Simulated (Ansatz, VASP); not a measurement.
# ZnCu: VASP beside Ansatz

Contents of INCAR:

```
SYSTEM = ZnCu
  PREC = Accurate
  ENCUT = 520
  EDIFF = 1E-7
  ISMEAR = 0
  SIGMA = 0.1
  LREAL = .False.
  LASPH = .True.
  NELM = 100
  ALGO = Normal
  ISIF = 2
  LWAVE = .False.
  LCHARG = .False.
  GGA = CA
  NBANDS = 18
```

Contents of KPOINTS:

```
Automatic mesh
0
Gamma
  6 6 6
  0 0 0
```

The input POSCAR:

```
ZnCu
1.0
    2.9450000000      0.0000000000      0.0000000000
    0.0000000000      2.9450000000      0.0000000000
    0.0000000000      0.0000000000      2.9450000000
Zn Cu
1 1
Direct
    0.5000000000      0.5000000000      0.5000000000
    0.0000000000      0.0000000000      0.0000000000
```

Input for Ansatz:

```yaml
crystal:
  lattice:
    - [2.945, 0.0, 0.0]
    - [0.0, 2.945, 0.0]
    - [0.0, 0.0, 2.945]
  atoms:
    - { symbol: Zn, position: [0.5, 0.5, 0.5] }
    - { symbol: Cu, position: [0.0, 0.0, 0.0] }
basis:
  ecutwfc: 420
kpoints:
  mp_grid: { grid: [6, 6, 6] }
hamiltonian:
  xc: lda
scf:
  occupations: { method: gaussian, width: 0.1 }
output:
  forces: true
  stress: true
  eigenvalues: true
```

Alike in both runs: task single point; functional LDA; k mesh 6 × 6 × 6; occupations gaussian, width 0.1 eV; no spin polarisation.

|  | VASP | Ansatz |
| --- | --- | --- |
| version | VASP 6.6.1 | Ansatz 0.2.0 |
| potentials or method | VASP PAW LDA potentials, release 64 (Zn, Cu) | scalar-relativistic, plane waves, PAW |
| plane-wave cutoff (eV) | 520 | 420 |
| valence electrons in the cell | 23 | 31 |

```tsv
	VASP	Ansatz	Ansatz less VASP
gap on the k mesh at the Fermi level (eV)	none	none	-
pressure (GPa)	-8.4	-9.2	-0.80
```

A gap of «none» marks a metal or a gap that the smearing closes. The two sets of potentials don't hold the same shells in valence.
